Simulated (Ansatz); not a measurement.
An Ansatz input and the part of its output that reports the observables at the nuclei.

The cell is a Materials Project structure (computed, not necessarily an observed phase), atoms as given.

```yaml
crystal:
  lattice:
    - [3.0684222178, 1.7715543934, 3.9649353976]
    - [-3.0684222178, 1.7715543934, 3.9649353976]
    - [0.0, -3.5431087869, 3.9649353976]
  atoms:
    - { symbol: B, position: [0.01528972, 0.01528972, 0.32487848] }
    - { symbol: B, position: [0.01528972, 0.32487848, 0.01528972] }
    - { symbol: B, position: [0.8218557, 0.27248649, 0.8218557] }
    - { symbol: B, position: [0.8218557, 0.8218557, 0.27248649] }
    - { symbol: B, position: [0.27248649, 0.8218557, 0.8218557] }
    - { symbol: B, position: [0.72751351, 0.1781443, 0.1781443] }
    - { symbol: B, position: [0.1781443, 0.72751351, 0.1781443] }
    - { symbol: B, position: [0.1781443, 0.1781443, 0.72751351] }
    - { symbol: B, position: [0.98471028, 0.67512152, 0.98471028] }
    - { symbol: B, position: [0.98471028, 0.98471028, 0.67512152] }
    - { symbol: B, position: [0.67512152, 0.98471028, 0.98471028] }
    - { symbol: B, position: [0.32487848, 0.01528972, 0.01528972] }
    - { symbol: As, position: [0.60055235, 0.60055235, 0.60055235] }
    - { symbol: As, position: [0.39944765, 0.39944765, 0.39944765] }
kpoints:
  mp_grid: { grid: [6, 6, 6] }
scf:
  occupations: { method: fermi_dirac, width: 0.05 }
hamiltonian:
  xc: pbesol
  pseudopotentials: { kind: paw }
output:
  forces: true
  stress: true
  populations: true
  efg:
    quadrupole_moments_barn: { B: 0.04059, As: 0.311 }
    contact_densities: true
  write_density: true
  write_potential: true
  elf: true
  volumetric_format: npy
```

```sh
ansatz run input.yaml --threads 1 --pin off --max-ram 2560MiB --backend cpu --events-out ev --progress --plain --runs-dir out
```

Of the output, the block on the nuclei alone is shown; the set-up, the SCF iterations, energies, forces and stress are cut. One atom of each set with nearly equal values is shown.

```
--- PAW observables at the nuclei: V_zz in 10²¹ V/m², potentials from the cell's mean, atoms counted from 1 ---
  atom   1  B  V_zz =    -1.238444   η = 0.2551   by run symmetry: allowed   C_q = -1.2155 MHz
            electrostatic potential = -325.904138 V   contact ρ = 481.444836 e/Å³
  atom   3  B  V_zz =    +0.281733   η = 0.6446   by run symmetry: allowed   C_q = +0.2765 MHz
            electrostatic potential = -325.869514 V   contact ρ = 481.306090 e/Å³
  atom  13  As V_zz =   +18.973687   η = 0.0000   by run symmetry: allowed   C_q = +142.6811 MHz
            electrostatic potential = -4514.514354 V   contact ρ = 235038.035373 e/Å³
```

Hardware: 1 thread of Intel Xeon Platinum 8259CL CPU @ 2.50GHz (Skylake/Cascade Lake) (x86_64; 32 cores open to the job, memory cap 2.5 GiB, no GPU), a shared host with a load of 0.7 a core. Wall time 22 s, CPU time 22 s, peak memory 0.58 GiB.
